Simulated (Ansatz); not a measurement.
# ZrS2: the cost of one run

Method: DFT PBE, scalar-relativistic, plane waves, PAW, in Ansatz 0.2.0.

1 further run of the same task is left out (set aside as unsound or not needed).

### 1 The structure to begin with

The structure is trigonal, space group P-3m1 (No. 164). Conventional cell: a = 3.685 Å, b = 3.685 Å, c = 6.759 Å, α = 90.00°, β = 90.00°, γ = 120.00°. Around Zr (site symmetry -3m) lie 6 S at 2.57 Å. Around S (site symmetry 3m) lie 3 Zr at 2.57 Å.

Coordinates:

```xyz
3
Lattice="3.6854 0.0000 0.0000 -1.8427 3.1916 0.0000 0.0000 0.0000 6.7595" Properties=species:S:1:pos:R:3 pbc="T T T"
Zr    0.0000    0.0000    0.0000
S     0.0000    2.1278    1.4482
S     1.8427    1.0639    5.3112
```

It is the result of an earlier relaxation at this level (volume 26.50 Å³/atom; gap on the mesh: 1.14 eV).

### 2 The cell under 40 GPa

At a set pressure the run lowers the enthalpy E + PV, so the energy alone may rise along the way.

input.yaml

```yaml
crystal:
  lattice:
    - [3.6853775047, 0.0, 0.0]
    - [-1.8426887524, 3.1916305416, 0.0]
    - [0.0, 0.0, 6.7594761243]
  atoms:
    - { symbol: Zr, position: [0.0, 0.0, 0.0] }
    - { symbol: S, position: [0.3333333333, 0.6666666667, 0.2142512915] }
    - { symbol: S, position: [0.6666666667, 0.3333333333, 0.7857487085] }
basis:
  ecutwfc: 420
kpoints:
  mp_grid: { grid: [12, 12, 4] }
hamiltonian:
  xc: pbe
scf:
  occupations: { method: fixed }
output:
  forces: true
  stress: true
  eigenvalues: true
relax:
  adjacent_minimum: "off"
  f_tol: 0.001
  max_steps: 60
  cell: { stress_tol: 0.02, p_target: 40.0 }
```

Launch:

```console
$ ansatz run input.yaml --threads 1 --pin off --max-ram 3072MiB --backend cpu --events-out ev --progress --plain --runs-dir out
```

**Question.** How long does this run take on 1 thread of Arm Neoverse V1, shared host, and how much memory does it need?

About 73 s, with a peak of 0.39 GiB.
